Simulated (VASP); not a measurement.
Crystal: GaAs.

```
As Ga
1.0
     0.00000    2.82685    2.82685
     2.82685    0.00000    2.82685
     2.82685    2.82685    0.00000
As Ga
1 1
Direct
  0.75000 0.75000 0.75000
  0.00000 0.00000 0.00000
```

- Program: VASP 6.6.1
- Task: relaxation of cell and atoms
- Functional: PBE
- Potentials or basis: VASP PAW PBE potentials, release 64 (As, Ga_d)
- Cutoff: 900 eV
- k mesh: 8 × 8 × 8
- Occupations: fermi-dirac, width 0.05 eV
- Spin: no spin polarisation

At the start: pressure 3.5 GPa; volume 22.59 Å³/atom.

How do energy, volume and symmetry change on relaxing?

Over 5 steps the energy falls by 12.1 meV/atom and the volume is 23.81 Å³/atom (+5.4 %); space group F-43m (No. 216, to 0.05 Å).

Step by step:
```tsv
step	energy change (eV)	largest force (eV/Å)	pressure (GPa)	volume (Å³)
1	0.0000	0.0000	3.48	45.18
2	-0.0211	0.0000	-1.00	48.46
3	-0.0242	0.0000	0.17	47.54
4	-0.0242	0.0000	-0.14	47.67
5	-0.0242	0.0000	0.00	47.61
```

Final structure:
```cif
data_structure
_symmetry_space_group_name_H-M 'P 1'
_symmetry_Int_Tables_number 1
_cell_length_a 4.0684
_cell_length_b 4.0684
_cell_length_c 4.0684
_cell_angle_alpha 60.000
_cell_angle_beta 60.000
_cell_angle_gamma 60.000
_cell_volume 47.61
loop_
_atom_site_label
_atom_site_type_symbol
_atom_site_fract_x
_atom_site_fract_y
_atom_site_fract_z
_atom_site_occupancy
As1 As 0.75000 0.75000 0.75000 1
Ga1 Ga 0.00000 0.00000 0.00000 1
```
